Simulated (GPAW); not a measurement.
# WS2 in GPAW: convergence with plane-wave cutoff (eV)

Aim: find how far plane-wave cutoff (eV) must go before the results for WS2 settle, at PBE. This setting moves, with any that are tied to it; all else stays.

Program: GPAW 26.7.0. These are calculated values, not measurements. Logs are shortened: lines on timing, memory, paths and dates and some standing lists are left out, and cuts for length are marked. The log counts tension as positive stress, the text compression.

### 1 The slab as given

The cell holds a slab with vacuum, 3 atoms: a = 3.184 Å, b = 3.184 Å, c = 16.951 Å, α = 90.00°, β = 90.00°, γ = 120.00°.

### 2 With plane-wave cutoff (eV) 200

The input, run.py:

```python
from ase import Atoms
from ase.dft.bandgap import bandgap
from ase.io import write
from ase.units import GPa
from gpaw import GPAW, PW

atoms = Atoms(['W', 'S', 'S'],
              cell=[[3.1835163552, 0.0, 0.0],
                    [-1.5917581776, 2.7570060369, 0.0],
                    [0.0, 0.0, 16.95057789]],
              scaled_positions=[[0.0, 0.0, 0.0],
                                [0.3333333333, 0.6666666667, 0.09200051],
                                [0.3333333333, 0.6666666667, 0.90799949]],
              pbc=True)

calc = GPAW(mode=PW(200),
            xc='PBE',
            kpts={'size': (6, 6, 1), 'gamma': True},
            occupations={'name': 'fermi-dirac', 'width': 0.05},
            nbands=25,
            convergence={'density': 1e-05, 'energy': 1e-05},
            maxiter=100,
            txt='gpaw.txt')
atoms.calc = calc
energy = atoms.get_potential_energy()
forces = atoms.get_forces()
stress = atoms.get_stress()
calc.write('gs.gpw')
write('result.traj', atoms)
print(f'Energy: {energy:.6f} eV')
print('Forces (eV/A):')
print(forces.round(4))
print('Stress (GPa):', (stress / GPa).round(3))
print('Fermi level:', round(calc.get_fermi_level(), 4), 'eV')
print(f'Gap: {bandgap(calc)[0]:.4f} eV, direct: {bandgap(calc, direct=True)[0]:.4f} eV')
```

Potentials or basis: GPAW PAW data sets (gpaw-data 1.2.1), pw.

Command:

```sh
OMP_NUM_THREADS=1 python run.py
```

Run time: 4.9 s. Hardware: 1 thread of Arm Neoverse V1, shared host; peak memory 0.13 GiB.

Results:

- Free energy: -21.7713 eV
- Largest force: 0.314 eV/Å
- Band gap on the k mesh: 1.79 eV, indirect (least direct gap 1.80 eV)

### 3 With plane-wave cutoff (eV) 250

Changes to run.py since step 2:

```diff
@@ -15,3 +15,3 @@
 
-calc = GPAW(mode=PW(200),
+calc = GPAW(mode=PW(250),
             xc='PBE',
```

Potentials or basis: GPAW PAW data sets (gpaw-data 1.2.1), pw.

Command:

```sh
OMP_NUM_THREADS=1 python run.py
```

Wall time 6 s (1 thread of Arm Neoverse V1, shared host); peak memory 0.14 GiB.

Results:

| Property | Result |
| --- | --- |
| Free energy | -22.0038 eV |
| Largest force | 0.290 eV/Å |
| Band gap on the k mesh | 1.79 eV, indirect (least direct gap 1.80 eV) |

### 4 With plane-wave cutoff (eV) 300

Changes to run.py since step 3:

```diff
@@ -15,3 +15,3 @@
 
-calc = GPAW(mode=PW(250),
+calc = GPAW(mode=PW(300),
             xc='PBE',
```

Command:

```sh
OMP_NUM_THREADS=1 python run.py
```

Wall time 7.9 s (1 thread of Arm Neoverse V1, shared host); peak memory 0.14 GiB.

What came out:

| Property | Result |
| --- | --- |
| Free energy | -22.1211 eV |
| Largest force | 0.273 eV/Å |
| Band gap on the k mesh | 1.79 eV, indirect (least direct gap 1.79 eV) |

### 5 With plane-wave cutoff (eV) 350

Changes to run.py since step 4:

```diff
@@ -15,3 +15,3 @@
 
-calc = GPAW(mode=PW(300),
+calc = GPAW(mode=PW(350),
             xc='PBE',
```

Command:

```sh
OMP_NUM_THREADS=1 python run.py
```

Run time: 9.2 s. Hardware: 1 thread of Arm Neoverse V1, shared host; peak memory 0.15 GiB.

What came out:

```yaml
Free_energy: -22.1869 eV
Largest_force: 0.274 eV/Å
Band_gap_on_the_k_mesh: 1.78 eV, indirect (least direct gap 1.79 eV)
```

### 6 With plane-wave cutoff (eV) 400

Changes to run.py since step 5:

```diff
@@ -15,3 +15,3 @@
 
-calc = GPAW(mode=PW(350),
+calc = GPAW(mode=PW(400),
             xc='PBE',
```

Potentials or basis: GPAW PAW data sets (gpaw-data 1.2.1), pw.

Command:

```sh
OMP_NUM_THREADS=1 python run.py
```

It took 11 s on 1 thread of Arm Neoverse V1, shared host; peak memory 0.16 GiB.

Results:

* Free energy: -22.2236 eV
* Largest force: 0.282 eV/Å
* Band gap on the k mesh: 1.78 eV, indirect (least direct gap 1.79 eV)

### 7 With plane-wave cutoff (eV) 500

Changes to run.py since step 6:

```diff
@@ -15,3 +15,3 @@
 
-calc = GPAW(mode=PW(400),
+calc = GPAW(mode=PW(500),
             xc='PBE',
```

Command:

```sh
OMP_NUM_THREADS=1 python run.py
```

Run time: 18 s. Hardware: 1 thread of Arm Neoverse V1, shared host; peak memory 0.18 GiB.

Results (log left out):

| Property | Result |
| --- | --- |
| Free energy | -22.2497 eV |
| Largest force | 0.281 eV/Å |
| Band gap on the k mesh | 1.78 eV, indirect (least direct gap 1.79 eV) |

### 8 With plane-wave cutoff (eV) 600

Changes to run.py since step 7:

```diff
@@ -15,3 +15,3 @@
 
-calc = GPAW(mode=PW(500),
+calc = GPAW(mode=PW(600),
             xc='PBE',
```

Command:

```sh
OMP_NUM_THREADS=1 python run.py
```

Run time: 21 s. Hardware: 1 thread of Arm Neoverse V1, shared host; peak memory 0.19 GiB.

Results (log left out):

```
Free energy            : -22.2585 eV
Largest force          : 0.282 eV/Å
Band gap on the k mesh : 1.78 eV, indirect (least direct gap 1.79 eV)
```

### 9 With plane-wave cutoff (eV) 800

Changes to run.py since step 8:

```diff
@@ -15,3 +15,3 @@
 
-calc = GPAW(mode=PW(600),
+calc = GPAW(mode=PW(800),
             xc='PBE',
```

Potentials or basis: GPAW PAW data sets (gpaw-data 1.2.1), pw.

Command:

```sh
OMP_NUM_THREADS=1 python run.py
```

Run time: 31 s. Hardware: 1 thread of Arm Neoverse V1, shared host; peak memory 0.24 GiB.

The run converged. Its results:

| Quantity | Value |
| --- | --- |
| Free energy | -22.2676 eV |
| Largest force | 0.282 eV/Å |
| Band gap on the k mesh | 1.78 eV, indirect (least direct gap 1.79 eV) |

### 10 With plane-wave cutoff (eV) 1000

Changes to run.py since step 9:

```diff
@@ -15,3 +15,3 @@
 
-calc = GPAW(mode=PW(800),
+calc = GPAW(mode=PW(1000),
             xc='PBE',
```

Potentials or basis: GPAW PAW data sets (gpaw-data 1.2.1), pw.

Command:

```sh
OMP_NUM_THREADS=1 python run.py
```

gpaw.txt:

```text
__  _  _
 | _ |_)|_||  |
 |__||  | ||/\| - 26.7.0

Input parameters:
  mode=PW(ecut=1000.0),
  convergence={'density': 1e-05, 'energy': 1e-05},
  kpts=MonkhorstPack(size=(6, 6, 1), gamma=True),
  maxiter=100,
  nbands=25,
  occupations=Occupations(name='fermi-dirac', width=0.05),
  xc=XC(name='PBE')

Diagonalizing LCAO Hamiltonian
Converting LCAO to pw mode

         S

         S

       W

Atoms  # Å, Bohr magnetons
|   | symbol |         x |        y |         z |    initial magnetic moments |
|---|--------|-----------|----------|-----------|-----------------------------|
| 0 |      W |  0.000000 | 0.000000 |  0.000000 | ( 0.0000,  0.0000,  0.0000) |
| 1 |      S | -0.000000 | 1.838004 |  1.559462 | ( 0.0000,  0.0000,  0.0000) |
| 2 |      S | -0.000000 | 1.838004 | 15.391116 | ( 0.0000,  0.0000,  0.0000) |

Unit cell  # Å
| periodic |         x |        y |         z |   lengths |     angles |
|----------|-----------|----------|-----------|-----------|------------|
|      yes |  3.183516 | 0.000000 |  0.000000 |  3.183516 |  90.000000 |
|      yes | -1.591758 | 2.757006 |  0.000000 |  3.183516 |  90.000000 |
|      yes |  0.000000 | 0.000000 | 16.950578 | 16.950578 | 120.000000 |

Number of symmetries: 12
Symmetry operations  # r_c * U_cc + t_c -> r_c
|    | kind |            matrix            |
|----|------|------------------------------|
|  0 |  σ   |  1, 1, 0,  0,-1, 0,  0, 0, 1 |
|  1 |  C2  |  1, 1, 0,  0,-1, 0,  0, 0,-1 |
|  2 |  E   |  1, 0, 0,  0, 1, 0,  0, 0, 1 |
|  3 |  σ   |  1, 0, 0,  0, 1, 0,  0, 0,-1 |
|  4 |  C3  |  0, 1, 0, -1,-1, 0,  0, 0, 1 |
|  5 |  S3  |  0, 1, 0, -1,-1, 0,  0, 0,-1 |
|  6 |  σ   |  0,-1, 0, -1, 0, 0,  0, 0, 1 |
|  7 |  C2  |  0,-1, 0, -1, 0, 0,  0, 0,-1 |
|  8 |  σ   | -1, 0, 0,  1, 1, 0,  0, 0, 1 |
|  9 |  C2  | -1, 0, 0,  1, 1, 0,  0, 0,-1 |
| 10 |  C3  | -1,-1, 0,  1, 0, 0,  0, 0, 1 |
| 11 |  S3  | -1,-1, 0,  1, 0, 0,  0, 0,-1 |

BZ-sampling:
  Number of BZ points: 36
  Number of IBZ points: 7

  Monkhorst-Pack size: [6, 6, 1]
  Monkhorst-Pack shift: [0.08333333333333333, 0.08333333333333333, 0.0]

K-points  # in reciprocal-cell coordinates
|   |                                coordinates |     weight |
|---|--------------------------------------------|------------|
| 0 | (  0.00000000,   0.00000000,   0.00000000) | 0.02777778 |
| 1 | (  0.16666667,   0.00000000,   0.00000000) | 0.16666667 |
| 2 | (  0.33333333,  -0.16666667,   0.00000000) | 0.16666667 |
| 3 | (  0.33333333,   0.00000000,   0.00000000) | 0.16666667 |
| 4 | (  0.33333333,   0.33333333,   0.00000000) | 0.05555556 |
| 5 | (  0.50000000,   0.33333333,   0.00000000) | 0.33333333 |
| 6 | (  0.50000000,   0.50000000,   0.00000000) | 0.08333333 |

Plane wave coefficients: 10726
Cutoff: 1000.0 eV

Spin-components: 1 (collinear spins)
Bands:           25
Projectors:      16
Spin-degeneracy: 2
Datatype:        complex128

Parallelization:
  kpt:    1
  domain: 1
  band:   1

Density:
  Valence electrons: 26.0
  Components: 1
  Grid points: [ 24  24 125]
  Charge: 0.0  # |e|

Potential:
  Grid points: [ 24  24 125]

species:
  W:
    name:    Tungsten
    Z:       74.0
    valence: 14
    core:    60
    charge:  0.0  # [|e|]
    compensation charges:
      type: gauss
      rc: 0.40  # [Å]
      lmax: 2
    cutoffs:
      filter: 2.36  # [Å]
      core: 3.02  # [Å]
    projectors
    | kind |    occ | energy [eV] | rcut [Å] |
    |------|--------|-------------|----------|
    |   5s |  2.000 |     -78.830 |    1.344 |
    |   6s |  2.000 |      -5.697 |    1.344 |
    |   5p |  6.000 |     -43.233 |    1.355 |
    |   6p |  0.000 |      -1.367 |    1.355 |
    |   5d |  4.000 |      -4.494 |    1.228 |
    |    d |        |      22.717 |    1.228 |

    Using partial waves for W as LCAO basis

  S:
    name:    Sulfur
    Z:       16.0
    valence: 6
    core:    10
    charge:  0.0  # [|e|]
    compensation charges:
      type: gauss
      rc: 0.24  # [Å]
      lmax: 2
    cutoffs:
      filter: 1.77  # [Å]
      core: 1.66  # [Å]
    projectors
    | kind |    occ | energy [eV] | rcut [Å] |
    |------|--------|-------------|----------|
    |   3s |  2.000 |     -17.254 |    0.974 |
    |   3p |  4.000 |      -7.008 |    0.979 |
    |    s |        |       9.957 |    0.974 |
    |    p |        |      20.203 |    0.979 |
    |    d |        |       0.000 |    0.900 |

    Using partial waves for S as LCAO basis

Reference energy: -460486.911450  # eV

eigensolver:
  PPCG
  Converge bands: occupied
  niter=2

density mixing:
  MSR1-Mixer
  Pratt-step length: 0.05
  Maximum mixing coefficient: 0.75
  Old densities: 10
  SVD Regularization: 0.005
  Good broyden scale: 1.0
  Trust region scale: 1.0
  Backstep threshold: 4.0
  History deletion threshold: 6.0
  Fourier metric: weight=20.0, sigma=0.015

occupation numbers:
  Fermi-Dirac:
    width: 0.0500  # eV

poisson solver:
  ecut: 8000.0  # eV

xc functional:
[... 9 lines left out ...]
|iter     | |      energy | eigst |  dens |
|---------|-|-------------|-------|-------|
|iter:   1| |  -22.615451 | +0.22 |       |
|iter:   2| |  -22.566047 | -1.50 | -1.17 |
|iter:   3| |  -22.327090 | -1.57 | -1.21 |
|iter:   4| |  -22.288253 | -2.07 | -1.57 |
|iter:   5| |  -22.270617 | -2.87 | -1.79 |
|iter:   6| |  -22.270728 | -3.59 | -2.15 |
|iter:   7| |  -22.270747c| -4.49 | -3.03 |
|iter:   8| |  -22.270750c| -5.30 | -3.71 |
|iter:   9| |  -22.270750c| -5.86 | -4.37 |
|iter:  10| |  -22.270750c| -6.43 | -5.09c|
|iter:  11| |  -22.270750c| -6.91 | -5.52c|
|iter:  12| |  -22.270750c| -7.38 | -6.33c|
|iter:  13| |  -22.270750c| -7.65c| -6.69c|

Converged in 13 steps
Energy contributions relative to reference atoms: (reference = -460486.911450)

Energy contributions:
  Kinetic:          16.242958
  Coulomb:         -18.596808
  Zero:              0.250524
  External:          0.000000
  Xc:              -20.167424
  Entropy:          -0.000000
  Spinorbit:         0.000000
  ----------------------------
  Free energy:     -22.270750
  Extrapolated:    -22.270750

dipole moment: (-9.348729, -8.288223, -63.106707)  # |e|*Ang

Fermi level: 0.150
Eigenvalues  # (at kpt = [0.000, 0.000, 0.000])
| band index |      eig [eV] | occ [0-2] |
|------------|---------------|-----------|
|          0 |       -74.560 |     2.000 |
|        ... |               |           |
|          5 |       -13.865 |     2.000 |
|          6 |        -7.081 |     2.000 |
|          7 |        -3.649 |     2.000 |
|          8 |        -3.649 |     2.000 |
|          9 |        -2.822 |     2.000 |
|         10 |        -2.397 |     2.000 |
[... 8 lines left out ...]
|         19 |         4.809 |     0.000 |
|         20 |         5.956 |     0.000 |
|        ... |               |           |
|         24 |         9.724 |     0.000 |

Gap: 1.783 eV
Transition (v -> c):
  (s=0, k=0, n=12, [0.00, 0.00, 0.00]) -> (s=0, k=4, n=13, [0.33, 0.33, 0.00])
Direct/indirect transitions are different
Direct gap: 1.790 eV
Transition at: (s=0, k=4, n=12, [0.33, 0.33, 0.00])

Forces  # eV/Ang
|        x |        y |        z |
|----------|----------|----------|
| -0.00000 |  0.00000 |  0.00000 |  # W    0
|  0.00000 |  0.00000 |  0.28182 |  # S    1
|  0.00000 | -0.00000 | -0.28182 |  # S    2

Stress tensor  # eV/Ang^3
|         x |         y |         z |
|-----------|-----------|-----------|
| -0.002844 |  0.000000 |  0.000000 |
|  0.000000 | -0.002844 |  0.000000 |
|  0.000000 |  0.000000 | -0.005872 |

# Writing to gs.gpw (mode='')
```

stdout:

```text
Energy: -22.270750 eV
Forces (eV/A):
[[-0.      0.      0.    ]
 [ 0.      0.      0.2818]
 [ 0.     -0.     -0.2818]]
Stress (GPa): [-0.456 -0.456 -0.941  0.     0.     0.   ]
Fermi level: 0.1499 eV
Gap: 1.7827 eV, direct: 1.7901 eV
```

It took 44 s on 1 thread of Arm Neoverse V1, shared host; peak memory 0.3 GiB.

What came out:

* Free energy: -22.2707 eV
* Largest force: 0.282 eV/Å
* Band gap on the k mesh: 1.78 eV, indirect (least direct gap 1.79 eV)

### 11 The series at a glance

```csv
plane-wave cutoff (eV),"energy less the tightest run, at zero smearing (meV/atom)",largest force (eV/Å),gap on the mesh (eV),SCF cycles,CPU time (s),peak memory (GiB)
200,166.48,0.314,1.787,10,4.9,0.13
250,89.00,0.290,1.788,11,6,0.14
300,49.87,0.273,1.786,11,7.9,0.14
350,27.97,0.274,1.783,12,9.2,0.15
400,15.72,0.282,1.782,12,11,0.16
500,7.03,0.281,1.782,12,18,0.18
600,4.09,0.282,1.782,13,21,0.19
800,1.07,0.282,1.783,12,31,0.24
1000,0.00,0.282,1.783,13,44,0.3
```

Against the tightest run, the largest force stays within 0.005 eV/Å from 400 on; the gap on the mesh stays within 0.01 eV from 200 on. Not settled before the last step: the energy (to 1 meV/atom). The tightest run that finished is the yardstick and may itself not be fully converged.

Caveats: spin-orbit coupling is left out, which moves the levels of the heavy elements.
